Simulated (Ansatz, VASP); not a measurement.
One calculation of SnTe2, two programs

The input INCAR:

```
ALGO     = Normal         # electronic algorithm
EDIFF    = 1E-6           # SCF threshold, eV
ENCUT    = 520            # plane-wave cutoff, eV
GGA      = PS             # functional
ISIF     = 2              # what is computed and relaxed
ISMEAR   = -1             # smearing method
LASPH    = True           # aspherical terms in the spheres
LCHARG   = True           # write CHGCAR
LELF     = True           # ELF
LREAL    = False          # projectors in reciprocal space
LVHAR    = True         
LWAVE    = False          # write WAVECAR
NBANDS   = 20             # bands
NELM     = 100            # most SCF steps
PREC     = Accurate       # precision mode
SIGMA    = 0.02           # smearing width, eV
```

KPOINTS

```
k-points
0
Gamma
  6 6 6
```

The input POSCAR:

```
SnTe2
1.0
    2.0883103927      1.2056865674      6.2909642825
   -2.0883103927      1.2056865674      6.2909642825
    0.0000000000     -2.4113731348      6.2909642825
Sn Te
1 2
Direct
    0.0000000000      0.0000000000      0.0000000000
    0.2413664390      0.2413664390      0.2413664390
    0.7586335610      0.7586335610      0.7586335610
```

Input for Ansatz:

```yaml
crystal:
  lattice:
    - [2.0883103927, 1.2056865674, 6.2909642825]
    - [-2.0883103927, 1.2056865674, 6.2909642825]
    - [0.0, -2.4113731348, 6.2909642825]
  atoms:
    - { symbol: Sn, position: [0.0, 0.0, 0.0] }
    - { symbol: Te, position: [0.241366439, 0.241366439, 0.241366439] }
    - { symbol: Te, position: [0.758633561, 0.758633561, 0.758633561] }
kpoints:
  mp_grid: { grid: [6, 6, 6] }
hamiltonian:
  xc: pbesol
scf:
  occupations: { method: fermi_dirac, width: 0.02 }
  n_extra_bands: 4
output:
  forces: true
  stress: true
  eigenvalues: true
  write_density: true
  write_potential: true
  elf: true
  volumetric_format: npy
```

The cell was built by a generator and needn't be a form met in nature.

Alike in both runs: task single point; functional PBEsol; k mesh 6 × 6 × 6; occupations fermi-dirac, width 0.02 eV; no spin polarisation.

|  | VASP | Ansatz |
| --- | --- | --- |
| version | VASP 6.6.1 | Ansatz 0.2.0 |
| potentials or method | VASP PAW PBE potentials, release 64 (Sn_d, Te) | plane waves, PAW |
| plane-wave cutoff (eV) | 520 | 420 |
| valence electrons in the cell | 26 | 46 |

```tsv
	VASP	Ansatz	Ansatz less VASP
pressure (GPa)	-0.6	-0.6	-0.05
largest component of the traceless stress (GPa)	0.14	0.17	+0.028
rms of the force components (eV/Å)	0.155	0.148	-0.0074
```

Atom by atom the forces differ by 0.007 eV/Å (rms over components). The two sets of potentials don't hold the same shells in valence.

Caveats: the PAW data sets were made with another functional, which shifts forces and pressure a little (VASP). The runs have no spin-orbit coupling, so splittings on Te are missing.
